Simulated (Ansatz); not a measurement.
PtS2 built on the CdCl2 prototype, relaxed with r2SCAN+rVV10, was run in the PAW code Ansatz under altered settings. All numbers are computed, without spin polarisation but where a row says otherwise.

```
Pt S
1.0
     1.76444    1.01870    5.52305
    -1.76444    1.01870    5.52305
     0.00000   -2.03740    5.52305
Pt S
1 2
Direct
  0.00000 0.00000 0.00000
  0.25830 0.25830 0.25830
  0.74170 0.74170 0.74170
```

The base run's other keys:
```yaml
kpoints:
  mp_grid: { grid: [4, 4, 4] }
hamiltonian:
  xc: hse06
scf:
  occupations: { method: fixed }
  n_extra_bands: 4
```

It takes 18 iterations with 1171 plane waves at 420 eV and 13 k points, and leaves a mean stress of -0.82 GPa. The gap over this mesh is 1.756 eV.

Outcomes, with energy and stress as changes against the base:
```csv
setting,outcome,ΔF (meV/atom),Δ mean stress (GPa),gap on the mesh (eV),iterations
scf.exx.ecutfock_ratio: 4,converged,0.0,0.0,1.756,18
"PBE hybrid, exx coeff -0.2, omega 0.5 1/Å",refused,–,–,–,–
"PBE hybrid, exx coeff 0.4, omega 0.1 1/Å",converged,–,-3.0,2.645,22
"PBE hybrid, exx coeff 0.5, unscreened",converged,–,-4.3,3.847,24
scf.mixing.preconditioner: kerker,converged,0.0,0.0,1.756,17
scf.occupations: gaussian 0.2,converged,0.0,0.0,1.756,18
```
A dash marks a value that wasn't obtained or can't be compared. Stress is positive in compression.

- PBE hybrid, exx coeff -0.2, omega 0.5 1/Å. It is rejected at once. Error: invalid value for `hamiltonian.xc.exx.coeff`: must be finite and in (0, 1]; got -0.2
- PBE hybrid, exx coeff 0.4, omega 0.1 1/Å. That is 40 % exact exchange, screened with ω = 0.1 1/Å, against HSE06's 25 % screened at 0.208 1/Å. The mean stress moves by -3.0 GPa and the gap on the mesh by +0.889 eV (to 2.645). Totals of different functionals aren't comparable. The program warns that on this mesh the truncation of the exchange isn't bounded, so part of the change can be an error of the mesh.
- PBE hybrid, exx coeff 0.5, unscreened. That is 50 % exact exchange, at all ranges, against HSE06's 25 % screened at 0.208 1/Å. The mean stress moves by -4.3 GPa and the gap on the mesh by +2.091 eV (to 3.847). Totals of different functionals aren't comparable.

Within 1 meV an atom, 0.1 GPa and 0.005 eV of the base stay: scf.exx.ecutfock_ratio: 4; scf.mixing.preconditioner: kerker; scf.occupations: gaussian 0.2.

Spin-orbit coupling is left out, which matters wherever the heavy atoms make up the band edges.

The stress of a hybrid is loosely converged in these runs.

The meshes of the hybrids are coarse, so their gaps aren't converged to the digits shown.
